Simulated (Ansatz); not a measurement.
## Ansatz 0.2.0, settings compared: BaTiO3

input.yaml:

```yaml
crystal:
  lattice:
    - [4.05007317, 0.0, 0.0]
    - [0.01138059, 4.05005294, 0.0]
    - [0.01138059, 0.01135024, 4.05004282]
  atoms:
    - { symbol: Ba, position: [0.0, 0.0, 0.0] }
    - { symbol: Ti, position: [0.4872, 0.4872, 0.4872] }
    - { symbol: O, position: [0.5109, 0.5109, 0.0193] }
    - { symbol: O, position: [0.0193, 0.5109, 0.5109] }
    - { symbol: O, position: [0.5109, 0.0193, 0.5109] }
  symmetry: { tolerance: 0.0003 }
kpoints:
  mp_grid: { grid: [5, 5, 5], shift: [0, 0, 0] }
magnetization:
  spin_polarized: false
scf:
  occupations: { method: fermi_dirac }
hamiltonian:
  pseudopotentials: { kind: paw }
  xc: pbe
basis:
  ecutwfc: 420
output:
  forces: true
  stress: true
  eigenvalues: true
```

Run with:

```bash
ansatz run input.yaml --threads 1 --pin off --max-ram 2560MiB --backend cpu --events-out ev --progress --plain --runs-dir out
```

Origin of the cell: a database entry, scaled a little.

The smearing width isn't typed, so it takes its default of 0.1 eV.

Output of this run (shortened):

```
SCF iter   1: F=—  HF=-10159.621262 eV  Δρ=1.58e-3  dr2=1.21e-3
SCF iter   2: F=—  HF=-10159.621631 eV  Δρ=7.56e-4  dr2=2.79e-4
SCF iter   3: F=—  HF=-10159.621815 eV  Δρ=1.26e-4  dr2=1.57e-5
SCF iter   4: F=—  HF=-10159.621978 eV  Δρ=3.68e-5  dr2=8.59e-7
SCF iter   5: F=-10159.621978 eV  HF=-10159.621978 eV  Δρ=8.75e-6  dr2=4.97e-8
SCF iter   6: F=-10159.621978 eV  HF=-10159.621978 eV  Δρ=2.83e-6  dr2=2.76e-9
SCF 1 converged in 6 iterations: F = -10159.621978 eV  dr2 = 2.76e-9
SCF converged after 6 iterations
Free energy (F): -10159.621978 eV
Harris-Foulkes:  -10159.621978 eV  (|F-HF|=1.35e-9)
Internal energy: -10159.621974 eV  (E = F + TS)
E sigma→0 (E₀):  -10159.621976 eV
Entropy (-TS):   -0.000004 eV (-0.001 meV/atom)
Fermi energy:    10.940590 eV
--- Per-component energies (eV) ---
  E_band       = -159.305434
  E_kinetic    = 968.054713
  E_local      = -2159.103010  (includes V_loc(G=0)·N_el)
  E_nonlocal   = 203.664718
  E_hartree    = 841.131976
  E_xc         = -490.806798
  E_vxc        = -545.210554  (∫ρ·V_xc dr)
  E_paw        = -6744.483806  (= ΣΔE_a)
  E_vpaw       = -308.983372  (= ΣTr[D̂ρ^β])
  E_aug_tail   = 0.007380  (compensation charges beyond the density's cutoff)
  E_ewald      = -2778.087148
  E_smearing   = -0.000004  (= −TS)
  Σ components = -10159.621978   (vs F -10159.621978, Δ=0.00e0)
--- Forces (eV/Å), atoms counted from 1 ---
  atom   1  Ba    -0.032017    -0.031927    -0.031838
  atom   2  Ti    -0.170205    -0.169728    -0.169253
  atom   3  O      0.021123     0.021064     0.159880
  atom   4  O      0.159997     0.020673     0.020615
  atom   5  O      0.021123     0.159938     0.020615
  max |Σ_I F_I| component: 1.95e-5 eV/Å
--- Stress (GPa, compression-positive) ---
       -0.801386       0.059408       0.059242
        0.059408      -0.801719       0.059076
        0.059242       0.059076      -0.802051
  P = ⅓ Tr σ = -0.8017 GPa (-8.017 kbar)
```

The same input was run again with these changes:

1. `hamiltonian.dispersion` default → d3bj; `crystal.symmetry` { tolerance: 0.0003 } → { detect: false }
2. `accuracy` default → medium
3. `scf.initial_density.chi_scale` default → 0.0
4. `hamiltonian.hubbard` default → { sites: [{ species: Ti, l: d, u_eff: 8.0 }], double_counting: fll }; `scf.algorithm` default → density_mixing

| run | end | SCF iterations | P (GPa) | max force component (eV/Å) | moment (μB) | ΔE(σ→0) (meV/atom) |
| --- | --- | --- | --- | --- | --- | --- |
| base | converged | 6 | -0.80 | 0.170 | – | 0 |
| 1 | converged | 6 | -3.94 | 0.173 | – | – |
| 2 | converged | 6 | -0.80 | 0.170 | – | 0.00 |
| 3 | converged | 10 | -0.80 | 0.170 | – | 0.00 |
| 4 | converged | 9 | 2.11 | 0.358 | – | – |

Energies are compared only where functional, datasets, charge and starting cell are the same.

The base run ran for 3.8 s of wall time on 1 CPU thread(s) of a shared host, from the program's own first density.
